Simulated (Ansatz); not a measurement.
The system is Sn.

```
CELL_PARAMETERS angstrom
-1.89465 1.89465 1.89465
1.89465 -1.89465 1.89465
1.89465 1.89465 -1.89465
ATOMIC_POSITIONS crystal
Sn 0.00000 0.00000 0.00000
```

This isn't the form of Sn at room conditions, which is tetragonal (white tin).

```yaml
Program: Ansatz 0.2.0
Task: relaxation of cell and atoms
Functional: PBE0
Potentials_or_basis: Ansatz PAW
Cutoff: "420 eV (not typed: the program's choice for these potentials)"
k_mesh: 5 × 5 × 5
Occupations: fermi-dirac, width 0.05 eV
Spin: no spin polarisation
```

At the start: volume 27.20 Å³/atom.

Problem. Where does the relaxation end?

Solution. It ends after 3 steps and the volume is 28.27 Å³/atom (+3.9 %); space group Im-3m (No. 229, to 0.05 Å).

Step by step:
```
step  energy change (eV)  largest force (eV/Å)  volume (Å³)
   1              0.0000                0.0000        27.20
   2             -0.0051                0.0000        28.27
   3             -0.0053                0.0000        28.27
```

Final structure:
```xyz
1
Lattice="-1.9190 1.9190 1.9190 1.9190 -1.9190 1.9190 1.9190 1.9190 -1.9190" Properties=species:S:1:pos:R:3 pbc="T T T"
Sn    0.0000    0.0000    0.0000
```

Caveat: the k mesh is coarse (spacing up to 0.47 Å⁻¹), so the values aren't converged, least of all with exact exchange; the plane-wave basis is chosen anew once the cell has moved, so the energies of steps on either side of that aren't comparable; the PAW data sets come from PBE, with cores solved anew for the run's functional, which leaves a small shift of forces and pressure.
